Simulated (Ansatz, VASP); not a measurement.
This is a calculation of Ir for Ansatz 0.2.0.

File input.yaml:

```yaml
crystal:
  lattice:
    - [0.0, 1.9156, 1.9156]
    - [1.953912, 0.0, 1.9156]
    - [1.953912, 1.9156, 0.0]
  atoms:
    - { symbol: Ir, position: [0.0, 0.0, 0.0] }
kpoints:
  mp_grid: { grid: [12, 12, 12] }
scf:
  occupations: { method: fermi_dirac, width: 0.05 }
hamiltonian:
  xc: pbe
  pseudopotentials: { kind: all_electron, lapw: { basis_error: 0.001 } }
output:
  forces: true
  stress: true
  eigenvalues: true
```

Potentials or basis: all-electron LAPW, scalar-relativistic.

Run with:

```bash
$ ansatz run input.yaml --threads 1 --pin off --max-ram 3072MiB --backend cpu --events-out ev --progress --plain --runs-dir out
```

Question: Translate it to VASP 6.6.1. Potentials there: VASP PAW PBE potentials, release 64 (Ir).

Answer: As run (the cutoff follows the program's own potentials):

The input INCAR:

```
SYSTEM = Ir
  ALGO = Normal
  EDIFF = 1E-7
  ENCUT = 520
  GGA = PE
  ISIF = 2
  ISMEAR = -1
  LASPH = .TRUE.
  LCHARG = .FALSE.
  LREAL = .FALSE.
  LWAVE = .FALSE.
  NBANDS = 10
  NELM = 80
  PREC = Accurate
  SIGMA = 0.05
```

File KPOINTS:

```
k-points
0
G
  12 12 12
  0 0 0
```

File POSCAR:

```
Ir
1.0
    0.0000000000      1.9156000000      1.9156000000
    1.9539120000      0.0000000000      1.9156000000
    1.9539120000      1.9156000000      0.0000000000
Ir
1
Direct
    0.0000000000      0.0000000000      0.0000000000
```

Potentials or basis: VASP PAW PBE potentials, release 64 (Ir).

Run with:

```console
$ cat potpaw_PBE.64/Ir/POTCAR > POTCAR
$ mpirun -np 1 vasp_std > vasp.out
```

Both were run:

|  | VASP | Ansatz | Ansatz less VASP |
| --- | --- | --- | --- |
| gap on the k mesh at the Fermi level (eV) | none | none | - |
| pressure (GPa) | 4.1 | 3.5 | -0.61 |
| largest component of the traceless stress (GPa) | 5.10 | 5.11 | +0.008 |

A gap of «none» marks a metal or a gap that the smearing closes. Ansatz ran all-electron here, so the differences hold the error of VASP's frozen core and of both bases.

Spin-orbit coupling is left out, which matters for the levels of Ir.
